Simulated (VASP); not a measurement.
# Ru (P6/mmm) in VASP: notebook, part 2 of 2

VASP 6.6.1.

**5. Relaxation of cell and atoms, r2SCAN**

This run uses another cell than the first one, of 13.82 Å³/atom, 0.878 times its volume.

Input file POSCAR:

```
Ru
1.0
    3.4816952868      0.0000000000      0.0000000000
   -1.7408476434      3.0152365666      0.0000000000
    0.0000000000      0.0000000000      3.9500998522
Ru
3
Direct
    0.2254000000      0.0000000000      0.3333333333
    0.0000000000      0.2254000000      0.6666666667
    0.7746000000      0.7746000000      0.0000000000
```

Input file INCAR.step1:

```
PREC = Accurate
ENCUT = 600
ISMEAR = 0
SIGMA = 0.1
LREAL = False
LASPH = True
NELM = 100
GGA = PE
ALGO = Normal
EDIFF = 1E-4
LWAVE = True
LCHARG = False
```

Input file INCAR.step2:

```
PREC = Accurate
ENCUT = 600
EDIFF = 1E-6
ISMEAR = 0
SIGMA = 0.1
LREAL = False
LASPH = True
NELM = 100
ALGO = Normal
ISIF = 3
LWAVE = False
LCHARG = False
METAGGA = R2SCAN
LMIXTAU = True
IBRION = 2
NSW = 90
EDIFFG = -0.04
ISTART = 1
```

Input file KPOINTS:

```
regular mesh
0
Gamma
  6 6 4
```

Potentials or basis: VASP PAW PBE potentials, release 64 (Ru_pv).

Command:

```
cat potpaw_PBE.64/Ru_pv/POTCAR > POTCAR
cp INCAR.step1 INCAR
mpirun -np 1 vasp_std > vasp.out
cp INCAR.step2 INCAR
mpirun -np 1 vasp_std > vasp.out
```

OUTCAR:

```text
PREC = Accurate
   ENCUT = 600
   EDIFF = 1E-6
   ISMEAR = 0
   LREAL = False
   LASPH = True
   NELM = 100
   ISIF = 3
   METAGGA = R2SCAN
   IBRION = 2
   NSW = 90
   EDIFFG = -0.04
   ISTART = 1

 ion  position               nearest neighbor table
   1  0.225  0.000  0.333-   3 1.89   2 1.89   3 2.74   3 2.74   2 2.74   2 2.74   2 2.96   3 2.96

   2  0.000  0.225  0.667-   3 1.89   1 1.89   3 2.74   3 2.74   1 2.74   1 2.74   1 2.96   3 2.96

   3  0.775  0.775  0.000-   2 1.89   1 1.89   1 2.74   2 2.74   2 2.74   1 2.74   2 2.96   1 2.96

  LATTYP: Found a hexagonal cell.
 ALAT       =     3.4816952868
 C/A-ratio  =     1.1345334749

  Lattice vectors:

 A1 = (   3.4816952868,   0.0000000000,   0.0000000000)
 A2 = (  -1.7408476434,   3.0152365666,   0.0000000000)
 A3 = (   0.0000000000,   0.0000000000,   3.9500998522)

Analysis of symmetry for initial positions (statically):
=====================================================================
 Subroutine PRICEL returns:
 Original cell was already a primitive cell.

 Routine SETGRP: Setting up the symmetry group for a
 hexagonal supercell.

 Subroutine GETGRP returns: Found  6 space group operations
[... 163 lines left out ...]
 Free energy of the ion-electron system (eV)
  ---------------------------------------------------
  ext. energy  EPLUGINS =         0.00000000
  ---------------------------------------------------
  free energy    TOTEN  =       -64.22821465 eV

  energy without entropy =      -64.21229687  energy(sigma->0) =      -64.22025576

------------------------ aborting loop because EDIFF is reached ----------------------------------------

  FORCE on cell =-STRESS in cart. coord.  units (eV):
  Direction    XX          YY          ZZ          XY          YZ          ZX
  --------------------------------------------------------------------------------------
  -------------------------------------------------------------------------------------
  Total       29.2196907     29.2196907     53.7768291      0.0000000      0.0000000      0.0000000
  in kB     1128.9272903   1128.9272903   2077.7129570      0.0000000      0.0000000      0.0000000
  external PRESSURE =    1445.1891792 kB  Pullay stress =       0.0000000 kB
[... 2132 lines left out ...]
     24       8.9160      0.00002
     25      12.3450      0.00000

[... ionic steps 4 to 13 ...]

--------------------------------------- Ionic step       14  -------------------------------------------

 number of electron      42.0000001 magnetization

------------------------ aborting loop because EDIFF is reached ----------------------------------------
[... 69 lines left out ...]
--------------------------------------- Ionic step       16  -------------------------------------------

 number of electron      42.0000002 magnetization

 Free energy of the ion-electron system (eV)
  ---------------------------------------------------
  ext. energy  EPLUGINS =         0.00000000
  ---------------------------------------------------
  free energy    TOTEN  =       -72.72963626 eV

  energy without entropy =      -72.71487392  energy(sigma->0) =      -72.72225509

 E-fermi :  10.7602     XC(G=0): -14.1708

 val. band max:       10.7355782460   @ k =   0.5000   0.0000   0.0000
 cond. band min:      10.7630129255   @ k =   0.1667   0.0000   0.5000
 fundamental gap:      0.0274346795
 Fermi energy:        10.7602043900
[... 700 lines left out ...]
  FREE ENERGIE OF THE ION-ELECTRON SYSTEM (eV)
  ---------------------------------------------------
  free  energy   TOTEN  =       -72.7296362614 eV

  energy  without entropy=      -72.7148739153  energy(sigma->0) =      -72.72225509

 reached required accuracy - stopping structural energy minimisation
```

OUTCAR.step1:

```text
PREC = Accurate
   ENCUT = 600
   ISMEAR = 0
   LREAL = False
   LASPH = True
[... 899 lines left out ...]
      0.78477      0.00000      1.31670        21.901620      0.000000      0.000000
     -0.39239      0.67963      2.63340       -10.950810     18.967359     -0.000000
      1.34846      2.33560      0.00000       -10.950810    -18.967359     -0.000000
 -----------------------------------------------------------------------------------
    total drift:                                0.000016      0.000027     -0.000000

  FREE ENERGIE OF THE ION-ELECTRON SYSTEM (eV)
  ---------------------------------------------------
  free  energy   TOTEN  =       -15.3912932864 eV

  energy  without entropy=      -15.3744310735  energy(sigma->0) =      -15.38286218
```

OSZICAR.step1:

```text
N       E                     dE             d eps       ncg     rms          rms(c)
DAV:   1     0.540085817839E+03    0.54009E+03   -0.28506E+04  1200   0.208E+03
DAV:   2     0.710992996704E+00   -0.53937E+03   -0.53331E+03  1268   0.594E+02
DAV:   3    -0.157112060130E+02   -0.16422E+02   -0.16119E+02  1424   0.106E+02
DAV:   4    -0.159404018017E+02   -0.22920E+00   -0.22875E+00  1366   0.110E+01
DAV:   5    -0.159436670060E+02   -0.32652E-02   -0.32643E-02  1425   0.133E+00    0.522E+01
DAV:   6    -0.154990983407E+02    0.44457E+00   -0.66890E-01  1364   0.761E+00    0.290E+01
DAV:   7    -0.153967422807E+02    0.10236E+00   -0.35497E-01  1390   0.501E+00    0.215E+00
DAV:   8    -0.153914397171E+02    0.53026E-02   -0.42626E-02  1288   0.235E+00    0.218E-01
DAV:   9    -0.153912822274E+02    0.15749E-03   -0.16400E-03  1385   0.321E-01    0.136E-01
DAV:  10    -0.153912932864E+02   -0.11059E-04   -0.57306E-05   643   0.822E-02
   1 F= -.15391293E+02 E0= -.15382862E+02  d E =-.168622E-01
```

It took 29 min on 1 thread of AMD EPYC 7R43 (Zen 3), shared host; peak memory 0.15 GiB.

What came out:

```yaml
Free_energy: -72.7296 eV
Relaxed_volume: 15.51 Å³/atom
Relaxed_cell: a = 3.432 Å, b = 3.432 Å, c = 4.560 Å, α = 90.00°, β = 90.00°, γ = 120.00°
Space_group_after_relaxing_to_0.05_Å: R-3m (No. 166)
Energy_gained_by_relaxing: 2833.8 meV/atom
Ionic_steps: 16
Pressure_after_relaxing: 0.0 GPa
Band_gap_on_the_k_mesh: none (metal or under the smearing width)
```

Forces in eV/Å, atoms in the order of the input:
```
Ru  -0.002  0.000  0.000
Ru   0.001 -0.002  0.000
Ru   0.001  0.002  0.000
```

Step by step:
```tsv
step	energy change (eV)	largest force (eV/Å)	pressure (GPa)	volume (Å³)
1	0.0000	21.7449	144.52	41.47
2	9.6873	0.2886	-22.93	167.07
3	3.4345	0.3873	-21.60	122.33
4	0.8210	0.8569	-26.36	103.79
5	-5.2671	1.1931	-35.39	68.10
6	-7.8459	0.0168	-23.92	53.73
7	-8.4010	0.2602	-1.35	47.35
8	-8.4013	0.2236	-2.37	47.54
9	-8.4223	0.2416	3.13	46.36
10	-8.4223	0.2412	3.21	46.34
11	-8.4377	0.1849	2.89	46.34
12	-8.4751	0.0606	2.19	46.32
13	-8.4983	0.0030	1.86	46.15
14	-8.4995	0.0006	1.81	46.18
15	-8.4992	0.0055	-1.86	46.90
16	-8.5014	0.0025	0.00	46.53
```

Final structure:
```yaml
crystal:
  lattice:
    - [3.43246, 0.00000, 0.00000]
    - [-1.71623, 2.97259, 0.00000]
    - [0.00000, 0.00000, 4.55999]
  atoms:
    - { symbol: Ru, position: [0.33262, 0.00000, 0.33333] }
    - { symbol: Ru, position: [0.00000, 0.33262, 0.66667] }
    - { symbol: Ru, position: [0.66738, 0.66738, 0.00000] }
```

Levels at points of the mesh, in eV from the Fermi level:
```csv
k point,band 17,band 18,band 19,band 20,band 21,band 22,band 23,band 24,band 25
"(0.00, 0.00, 0.00)",-3.45,-3.45,0.40,0.41,0.41,0.42,1.60,1.60,1.75
"(0.50, 0.00, 0.00)",-2.66,-1.29,-1.27,-0.53,-0.39,-0.04,-0.02,1.59,1.60
"(0.00, 0.00, 0.50)",-4.08,-4.08,-0.10,-0.09,-0.09,-0.08,0.16,0.16,3.82
"(0.50, 0.00, 0.50)",-1.52,-1.41,-1.40,-1.09,-0.87,-0.13,0.23,0.24,1.91
```

Caveat: the k mesh is coarse (spacing up to 0.40 Å⁻¹), so the values aren't converged; the PAW data sets were made with another functional, which shifts forces and pressure a little.

**6. Overview**

```csv
task,cell,k mesh,cutoff (eV),gap on the mesh (eV),pressure (GPa),relaxed volume (Å³/atom)
single point,"P6/mmm, 15.75 Å³/atom",6 × 6 × 6,520,none,-29.6,-
single point,"P6/mmm, 13.84 Å³/atom",6 × 6 × 6,520,none,1.5,-
relaxation of cell and atoms,relaxed,6 × 6 × 6,600,none,0.0,13.91
relaxation of cell and atoms,relaxed,6 × 6 × 4,600,none,0.0,15.51
```

Alike in all rows: level r2SCAN; potentials or basis VASP PAW PBE potentials, release 64 (Ru_pv); no spin polarisation; smearing gaussian 0.1 eV; the mesh is coarse, so values aren't converged.

Caveats: all runs use coarse meshes; the PAW data sets were made with another functional, which shifts forces and pressure a little; a pressure of tens of GPa on the cell as given is suspect, and the run, the potentials or the cell itself is likely at fault (some runs).

Absolute energies hang on the potentials; compare differences alone.
